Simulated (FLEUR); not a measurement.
# Ti (Fm-3m) in FLEUR: a series of runs

One crystal, Ti, is run at these levels: SCAN; tasks: band structure, equation of state.

Everything below comes from runs of FLEUR MaX-R8.1 (later development tree). Logs are shortened: lines on timing, memory, paths and dates and some standing lists are left out, and cuts for length are marked.

## Step 1: The structure

It takes space group Fm-3m (No. 225, cubic). The conventional cell has a = 4.060 Å, b = 4.060 Å, c = 4.060 Å, α = 90.00°, β = 90.00°, γ = 90.00°. Ti (site symmetry m-3m) is surrounded by 12 Ti at 2.87 Å.

This isn't the form of Ti at room conditions, which is hcp.

## Step 2: Band structure, SCAN

File inp.xml:

```xml
<?xml version="1.0" encoding="UTF-8" standalone="no"?>
<fleurInput fleurInputVersion="0.39">
   <comment>
      Ti                                                                                                  
   </comment>
   <calculationSetup>
      <cutoffs Kmax="4.1" Gmax="12.7" GmaxXC="12.7" numbands="0"/>
      <scfLoop itmax="80" minDistance="0.0001" maxIterBroyd="30" imix="Anderson" alpha="0.05" precondParam="0.0" spinf="2.0" sdNocoIR="T"/>
      <coreElectrons ctail="F" frcor="F" kcrel="0" coretail_lmax="0"/>
      <xcFunctional name="LibXC" relativisticCorrections="F">
         <LibXCName exchange="mgga_x_scan" correlation="mgga_c_scan"/>
         <AuxGGA exchange="117" correlation="130"/>
      </xcFunctional>
      <magnetism jspins="1"/>
      <soc l_soc="F" theta="0.0" phi="0.0" spav="F"/>
      <expertModes spex="0" secvar="F"/>
      <geometryOptimization l_f="F" forcealpha="1.0" forcemix="BFGS" epsdisp="0.00001" epsforce="0.00001"/>
      <ldaU l_linMix="F" mixParam="0.05" spinf="1.0"/>
   </calculationSetup>
   <cell>
      <bzIntegration valenceElectrons="12.0" mode="hist" fermiSmearingEnergy="0.00183747">
         <kPointListSelection listName="default-1"/>
         <!-- k-points included here -->
         <xi:include xmlns:xi="http://www.w3.org/2001/XInclude" href="kpts.xml"> </xi:include>
      </bzIntegration>
      <!-- symmetry operations included here -->
      <xi:include xmlns:xi="http://www.w3.org/2001/XInclude" href="sym.xml"> </xi:include>
      <bulkLattice scale="1.0">
         <bravaisMatrix>
            <row-1>    0.0000000000000000     3.8361440329379994     3.8361440329379994</row-1>
            <row-2>    3.8361440329379994     0.0000000000000000     3.8361440329379994</row-2>
            <row-3>    3.8361440329379994     3.8361440329379994     0.0000000000000000</row-3>
         </bravaisMatrix>
      </bulkLattice>
   </cell>
   <atomSpecies>
      <species name="Titanium (Ti)" element="Ti" atomicNumber="22">
         <mtSphere radius="2.51" gridPoints="829" logIncrement="0.015"/>
         <atomicCutoffs lmax="10" lnonsphr="10"/>
         <electronConfig flipSpins="F">
            <coreConfig>(1s1/2) (2s1/2) (2p1/2) (2p3/2)</coreConfig>
            <valenceConfig>(3s1/2) (3p1/2) (3p3/2) (4s1/2) (3d3/2) (3d5/2)</valenceConfig>
            <stateOccupation state="(3d3/2)" spinUp="0.400000" spinDown="0.400000"/>
            <stateOccupation state="(3d5/2)" spinUp="0.600000" spinDown="0.600000"/>
         </electronConfig>
         <energyParameters s="4" p="4" d="3" f="4"/>
         <lo type="SCLO" l="0" n="3" eDeriv="0"/>
         <lo type="SCLO" l="1" n="3" eDeriv="0"/>
         <lo type="SCLO" l="1" n="3" eDeriv="1"/>
         <lo type="SCLO" l="2" n="3" eDeriv="2"/>
         <lo type="SCLO" l="3" n="4" eDeriv="2"/>
      </species>
   </atomSpecies>
   <atomGroups>
      <atomGroup species="Titanium (Ti)">
         <relPos label="                   1">.0000000000 .0000000000 .0000000000</relPos>
         <force calculate="T" relaxXYZ="TTT"/>
      </atomGroup>
   </atomGroups>
   <output dos="F" band="F" slice="F">
      <checks vchk="F" cdinf="F"/>
      <bandDOS minEnergy="-.5*Htr" maxEnergy="0.5*Htr" sigma="0.015" storeEVData="T"/>
      <vacuumDOS vacdos="F" integ="F" star="F" nstars="0" locx1="0.0" locy1="0.0" locx2="0.0" locy2="0.0" nstm="0" tworkf="0.0"/>
      <unfoldingBand unfoldBand="F" supercellX="1" supercellY="1" supercellZ="1"/>
      <plotting iplot="0" polar="F">
         <plot TwoD="T" vec1="  1.0  0.0  0.0" vec2="  0.0  1.0  0.0" vec3="  0.0  0.0  1.0" zero="  0.0  0.0  0.0" file="plot"/>
      </plotting>
      <chargeDensitySlicing numkpt="0" minEigenval="0.0" maxEigenval="0.0" nnne="0" pallst="F"/>
      <specialOutput eonly="F"/>
      <moessbauerParams electricFieldGradient="T" isomerShift="T" coreHyperfine="T" valenceHyperfine="T"/>
      <magneticCircularDichroism mcd="F" energyLo="-10.0" energyUp="0.0"/>
   </output>
  <!-- We include the file relax.xml here to enable relaxations (see documentation) -->
  <xi:include xmlns:xi="http://www.w3.org/2001/XInclude" href="relax.xml"> <xi:fallback/> </xi:include>
</fleurInput>
```

File crystal.txt:

```
Ti
&input cartesian=F /
0.0000000000  2.0300000000  2.0300000000
2.0300000000  0.0000000000  2.0300000000
2.0300000000  2.0300000000  0.0000000000
1.8897261246
1.0 1.0 1.0

1
22 0.0000000000  0.0000000000  0.0000000000

&kpt div1=11 div2=11 div3=11 gamma=T /
```

File inp.xml (bands):

```
<?xml version="1.0" encoding="UTF-8" standalone="no"?>
<fleurInput fleurInputVersion="0.39">
   <comment>
      Ti                                                                                                  
   </comment>
   <calculationSetup>
      <cutoffs Kmax="4.1" Gmax="12.7" GmaxXC="12.7" numbands="0"/>
      <scfLoop itmax="80" minDistance="0.0001" maxIterBroyd="30" imix="Anderson" alpha="0.05" precondParam="0.0" spinf="2.0" sdNocoIR="T"/>
      <coreElectrons ctail="F" frcor="F" kcrel="0" coretail_lmax="0"/>
      <xcFunctional name="LibXC" relativisticCorrections="F">
         <LibXCName exchange="mgga_x_scan" correlation="mgga_c_scan"/>
         <AuxGGA exchange="117" correlation="130"/>
      </xcFunctional>
      <magnetism jspins="1"/>
      <soc l_soc="F" theta="0.0" phi="0.0" spav="F"/>
      <expertModes spex="0" secvar="F"/>
      <geometryOptimization l_f="F" forcealpha="1.0" forcemix="BFGS" epsdisp="0.00001" epsforce="0.00001"/>
      <ldaU l_linMix="F" mixParam="0.05" spinf="1.0"/>
   </calculationSetup>
   <cell>
      <bzIntegration valenceElectrons="12.0" mode="hist" fermiSmearingEnergy="0.00183747">
         <kPointListSelection listName="path-1"/>
         <!-- k-points included here -->
         <xi:include xmlns:xi="http://www.w3.org/2001/XInclude" href="kpts.xml"> </xi:include>
      </bzIntegration>
      <!-- symmetry operations included here -->
      <xi:include xmlns:xi="http://www.w3.org/2001/XInclude" href="sym.xml"> </xi:include>
      <bulkLattice scale="1.0">
         <bravaisMatrix>
            <row-1>    0.0000000000000000     3.8361440329379994     3.8361440329379994</row-1>
            <row-2>    3.8361440329379994     0.0000000000000000     3.8361440329379994</row-2>
            <row-3>    3.8361440329379994     3.8361440329379994     0.0000000000000000</row-3>
         </bravaisMatrix>
      </bulkLattice>
   </cell>
   <atomSpecies>
      <species name="Titanium (Ti)" element="Ti" atomicNumber="22">
         <mtSphere radius="2.51" gridPoints="829" logIncrement="0.015"/>
         <atomicCutoffs lmax="10" lnonsphr="10"/>
         <electronConfig flipSpins="F">
            <coreConfig>(1s1/2) (2s1/2) (2p1/2) (2p3/2)</coreConfig>
            <valenceConfig>(3s1/2) (3p1/2) (3p3/2) (4s1/2) (3d3/2) (3d5/2)</valenceConfig>
            <stateOccupation state="(3d3/2)" spinUp="0.400000" spinDown="0.400000"/>
            <stateOccupation state="(3d5/2)" spinUp="0.600000" spinDown="0.600000"/>
         </electronConfig>
         <energyParameters s="4" p="4" d="3" f="4"/>
         <lo type="SCLO" l="0" n="3" eDeriv="0"/>
         <lo type="SCLO" l="1" n="3" eDeriv="0"/>
         <lo type="SCLO" l="1" n="3" eDeriv="1"/>
         <lo type="SCLO" l="2" n="3" eDeriv="2"/>
         <lo type="SCLO" l="3" n="4" eDeriv="2"/>
      </species>
   </atomSpecies>
   <atomGroups>
      <atomGroup species="Titanium (Ti)">
         <relPos label="                   1">.0000000000 .0000000000 .0000000000</relPos>
         <force calculate="T" relaxXYZ="TTT"/>
      </atomGroup>
   </atomGroups>
   <output dos="F" band="T" slice="F">
      <checks vchk="F" cdinf="F"/>
      <bandDOS minEnergy="-.5*Htr" maxEnergy="0.5*Htr" sigma="0.015" storeEVData="T"/>
      <vacuumDOS vacdos="F" integ="F" star="F" nstars="0" locx1="0.0" locy1="0.0" locx2="0.0" locy2="0.0" nstm="0" tworkf="0.0"/>
      <unfoldingBand unfoldBand="F" supercellX="1" supercellY="1" supercellZ="1"/>
      <plotting iplot="0" polar="F">
         <plot TwoD="T" vec1="  1.0  0.0  0.0" vec2="  0.0  1.0  0.0" vec3="  0.0  0.0  1.0" zero="  0.0  0.0  0.0" file="plot"/>
      </plotting>
      <chargeDensitySlicing numkpt="0" minEigenval="0.0" maxEigenval="0.0" nnne="0" pallst="F"/>
      <specialOutput eonly="F"/>
      <moessbauerParams electricFieldGradient="T" isomerShift="T" coreHyperfine="T" valenceHyperfine="T"/>
      <magneticCircularDichroism mcd="F" energyLo="-10.0" energyUp="0.0"/>
   </output>
  <!-- We include the file relax.xml here to enable relaxations (see documentation) -->
  <xi:include xmlns:xi="http://www.w3.org/2001/XInclude" href="relax.xml"> <xi:fallback/> </xi:include>
</fleurInput>
```

Potentials or basis: all-electron, FLAPW.

Launch:

```
inpgen -f crystal.txt -profile fastHighL
# inp.xml edited to the form shown
fleur_MPI
fleur_MPI   # second run, on inp.xml (bands)
```

Standard output:

```text
Welcome to FLEUR        (www.flapw.de)
      MaX-Release 8.1          (www.max-centre.eu)
 func_ids         267         263         267         263
 MetaGGA potential functional detected - V_tau will be computed
 Auxiliary Potential for radial basis: exchange=         117  correlation=         130
The functional 'SCAN exchange of Sun, Ruzsinszky, and Perdew' is an exchange functional, it belongs to the 'MGGA' family and is defined in the reference(s):
[1] J. Sun, A. Ruzsinszky, and J. P. Perdew.,  Phys. Rev. Lett. 115, 036402 (2015)
The functional 'SCAN correlation of Sun, Ruzsinszky, and Perdew' is a correlation functional, it belongs to the 'MGGA' family and is defined in the reference(s):
[1] J. Sun, A. Ruzsinszky, and J. P. Perdew.,  Phys. Rev. Lett. 115, 036402 (2015)
 Using same functional for VXC and EXC

 ========== k-point set info ==========
 Selected k-point list: default-1
 k-point list type: mesh
 11 x 11 x 11
 Number of k points: 56

 ------------Calculation Setup---------------------------
 Number of MPI-tasks      :            1
 Number of PE/node        :            1
 Number of OMP-threads    :            1
 Most efficient MPI parallelization for:
           1           2           4           7           8          14          28          56
 Additional eigenvalue parallelization possible
 Number of basis functions:          175
 Approximate size of matrices (H+S) per k-point:         0.000 GB
 --------------------------------------------------------
The functional 'Hammer, Hansen, and Norskov' is an exchange functional, it belongs to the 'GGA' family and is defined in the reference(s):
[... 6 lines left out ...]
 Reset of history
 Reset of history
 Iteration:     1   Distance:      18.09519573 me/bohr^3
The functional 'Hammer, Hansen, and Norskov' is an exchange functional, it belongs to the 'GGA' family and is defined in the reference(s):
[1] B. Hammer, L. B. Hansen, and J. K. Nørskov.,  Phys. Rev. B 59, 7413 (1999)
The functional 'Perdew, Burke & Ernzerhof' is a correlation functional, it belongs to the 'GGA' family and is defined in the reference(s):
[1] J. P. Perdew, K. Burke, and M. Ernzerhof.,  Phys. Rev. Lett. 77, 3865 (1996)
[2] J. P. Perdew, K. Burke, and M. Ernzerhof.,  Phys. Rev. Lett. 78, 1396 (1997)
 Using same functional for VXC and EXC
 Iteration:     2   Distance:      17.73722760 me/bohr^3
The functional 'Hammer, Hansen, and Norskov' is an exchange functional, it belongs to the 'GGA' family and is defined in the reference(s):
[1] B. Hammer, L. B. Hansen, and J. K. Nørskov.,  Phys. Rev. B 59, 7413 (1999)
The functional 'Perdew, Burke & Ernzerhof' is a correlation functional, it belongs to the 'GGA' family and is defined in the reference(s):
[1] J. P. Perdew, K. Burke, and M. Ernzerhof.,  Phys. Rev. Lett. 77, 3865 (1996)
[2] J. P. Perdew, K. Burke, and M. Ernzerhof.,  Phys. Rev. Lett. 78, 1396 (1997)
 Using same functional for VXC and EXC
 Iteration:     3   Distance:      16.68256662 me/bohr^3
The functional 'Hammer, Hansen, and Norskov' is an exchange functional, it belongs to the 'GGA' family and is defined in the reference(s):
[1] B. Hammer, L. B. Hansen, and J. K. Nørskov.,  Phys. Rev. B 59, 7413 (1999)
The functional 'Perdew, Burke & Ernzerhof' is a correlation functional, it belongs to the 'GGA' family and is defined in the reference(s):
[1] J. P. Perdew, K. Burke, and M. Ernzerhof.,  Phys. Rev. Lett. 77, 3865 (1996)
[2] J. P. Perdew, K. Burke, and M. Ernzerhof.,  Phys. Rev. Lett. 78, 1396 (1997)
 Using same functional for VXC and EXC
 Iteration:     4   Distance:       7.06569873 me/bohr^3
The functional 'Hammer, Hansen, and Norskov' is an exchange functional, it belongs to the 'GGA' family and is defined in the reference(s):
[1] B. Hammer, L. B. Hansen, and J. K. Nørskov.,  Phys. Rev. B 59, 7413 (1999)
The functional 'Perdew, Burke & Ernzerhof' is a correlation functional, it belongs to the 'GGA' family and is defined in the reference(s):
[1] J. P. Perdew, K. Burke, and M. Ernzerhof.,  Phys. Rev. Lett. 77, 3865 (1996)
[2] J. P. Perdew, K. Burke, and M. Ernzerhof.,  Phys. Rev. Lett. 78, 1396 (1997)
 Using same functional for VXC and EXC
 Iteration:     5   Distance:       3.93474184 me/bohr^3
The functional 'Hammer, Hansen, and Norskov' is an exchange functional, it belongs to the 'GGA' family and is defined in the reference(s):
[... 39 lines left out ...]
 Using same functional for VXC and EXC
 Iteration:    11   Distance:       0.00160504 me/bohr^3
The functional 'Hammer, Hansen, and Norskov' is an exchange functional, it belongs to the 'GGA' family and is defined in the reference(s):
[1] B. Hammer, L. B. Hansen, and J. K. Nørskov.,  Phys. Rev. B 59, 7413 (1999)
The functional 'Perdew, Burke & Ernzerhof' is a correlation functional, it belongs to the 'GGA' family and is defined in the reference(s):
[1] J. P. Perdew, K. Burke, and M. Ernzerhof.,  Phys. Rev. Lett. 77, 3865 (1996)
[2] J. P. Perdew, K. Burke, and M. Ernzerhof.,  Phys. Rev. Lett. 78, 1396 (1997)
 Using same functional for VXC and EXC
 Iteration:    12   Distance:       0.00058197 me/bohr^3
The functional 'Hammer, Hansen, and Norskov' is an exchange functional, it belongs to the 'GGA' family and is defined in the reference(s):
[1] B. Hammer, L. B. Hansen, and J. K. Nørskov.,  Phys. Rev. B 59, 7413 (1999)
The functional 'Perdew, Burke & Ernzerhof' is a correlation functional, it belongs to the 'GGA' family and is defined in the reference(s):
[1] J. P. Perdew, K. Burke, and M. Ernzerhof.,  Phys. Rev. Lett. 77, 3865 (1996)
[2] J. P. Perdew, K. Burke, and M. Ernzerhof.,  Phys. Rev. Lett. 78, 1396 (1997)
 Using same functional for VXC and EXC
 Iteration:    13   Distance:       0.00018326 me/bohr^3
The functional 'Hammer, Hansen, and Norskov' is an exchange functional, it belongs to the 'GGA' family and is defined in the reference(s):
[1] B. Hammer, L. B. Hansen, and J. K. Nørskov.,  Phys. Rev. B 59, 7413 (1999)
The functional 'Perdew, Burke & Ernzerhof' is a correlation functional, it belongs to the 'GGA' family and is defined in the reference(s):
[1] J. P. Perdew, K. Burke, and M. Ernzerhof.,  Phys. Rev. Lett. 77, 3865 (1996)
[2] J. P. Perdew, K. Burke, and M. Ernzerhof.,  Phys. Rev. Lett. 78, 1396 (1997)
 Using same functional for VXC and EXC
 Iteration:    14   Distance:       0.00007803 me/bohr^3

 ********************************************************************
 Run finished successfully
 Stop message:
   all done
 ********************************************************************
```

Run time: 15 s. Hardware: 1 thread of Arm Neoverse V2, shared host; peak memory 0.08 GiB.

What came out:

```yaml
Free_energy: -23240.5444 eV
Band_gap_along_the_path: none (metal or under the smearing width)
Valence_electrons_inside_the_program's_atomic_spheres: Ti 10.64 (radii Ti 2.51 bohr)
```

Levels at the corners of the path, in eV from the Fermi level:
| point | band 3 | band 4 | band 5 | band 6 | band 7 | band 8 | band 9 | band 10 |
| --- | --- | --- | --- | --- | --- | --- | --- | --- |
| Γ | -33.76 | -33.76 | -6.52 | 1.00 | 1.00 | 1.00 | 2.91 | 2.91 |
| X | -34.03 | -34.03 | -2.75 | -1.87 | 2.99 | 4.09 | 4.30 | 4.30 |
| W | -34.26 | -34.04 | -1.61 | -0.41 | -0.41 | 2.47 | 4.30 | 9.03 |
| K | -34.21 | -33.97 | -1.82 | -1.33 | 0.73 | 2.98 | 3.84 | 7.76 |
| Γ | -33.76 | -33.76 | -6.52 | 1.00 | 1.00 | 1.00 | 2.91 | 2.91 |
| L | -33.86 | -33.86 | -2.79 | 0.60 | 0.93 | 0.93 | 4.04 | 4.04 |
| U | -34.21 | -33.97 | -1.82 | -1.33 | 0.73 | 2.98 | 3.84 | 7.76 |
| W | -34.26 | -34.04 | -1.61 | -0.41 | -0.41 | 2.47 | 4.30 | 9.03 |
| L | -33.86 | -33.86 | -2.79 | 0.60 | 0.93 | 0.93 | 4.04 | 4.04 |
| K | -34.21 | -33.97 | -1.82 | -1.33 | 0.73 | 2.98 | 3.84 | 7.76 |
| U | -34.21 | -33.97 | -1.82 | -1.33 | 0.73 | 2.98 | 3.84 | 7.76 |
| X | -34.03 | -34.03 | -2.75 | -1.87 | 2.99 | 4.09 | 4.30 | 4.30 |

Core levels (eV from the Fermi level):
```
atom                                                   levels
1 Ti  1s1/2 -4863.0, 2s1/2 -531.3, 2p1/2 -442.2, 2p3/2 -436.4
```

Caveat: the meta-GGA is that of a development version, with a GGA for the radial functions and cores and without core tails.

## Step 3: Equation of state, SCAN, 15.73 Å³/atom (volume scaled by 0.94)

inp.xml, as its differences from that of step 2:

```diff
@@ -27,3 +27,3 @@
       <xi:include xmlns:xi="http://www.w3.org/2001/XInclude" href="sym.xml"> </xi:include>
-      <bulkLattice scale="1.0">
+      <bulkLattice scale="0.9795861087">
          <bravaisMatrix>
@@ -37,3 +37,3 @@
       <species name="Titanium (Ti)" element="Ti" atomicNumber="22">
-         <mtSphere radius="2.51" gridPoints="829" logIncrement="0.015"/>
+         <mtSphere radius="2.46" gridPoints="829" logIncrement="0.015"/>
          <atomicCutoffs lmax="10" lnonsphr="10"/>
```

Potentials or basis: all-electron, FLAPW.

Launch:

```
inpgen -f crystal.txt -profile fastHighL
# inp.xml edited to the form shown
fleur_MPI
```

Wall time 13 s (1 thread of Arm Neoverse V2, shared host); peak memory 0.09 GiB.

Results (log left out):

- Free energy: -23240.4971 eV
- Band gap on the k mesh: none (metal or under the smearing width)
- Valence electrons inside the program's atomic spheres: Ti 10.62 (radii Ti 2.46 bohr)

Caveat: the meta-GGA is that of a development version, with a GGA for the radial functions and cores and without core tails.

## Step 4: Equation of state, SCAN, 16.06 Å³/atom (volume scaled by 0.96)

inp.xml, as its differences from that of step 3:

```diff
@@ -27,3 +27,3 @@
       <xi:include xmlns:xi="http://www.w3.org/2001/XInclude" href="sym.xml"> </xi:include>
-      <bulkLattice scale="0.9795861087">
+      <bulkLattice scale="0.9864848297">
          <bravaisMatrix>
```

Launch:

```
inpgen -f crystal.txt -profile fastHighL
# inp.xml edited to the form shown
fleur_MPI
```

It took 12 s on 1 thread of Arm Neoverse V2, shared host; peak memory 0.09 GiB.

The run converged. Its results:

| Item | Value |
| --- | --- |
| Free energy | -23240.5179 eV |
| Band gap on the k mesh | none (metal or under the smearing width) |
| Valence electrons inside the program's atomic spheres | Ti 10.59 (radii Ti 2.46 bohr) |

Caveat: the meta-GGA is that of a development version, with a GGA for the radial functions and cores and without core tails.

(Continued in part 2 of 2.)
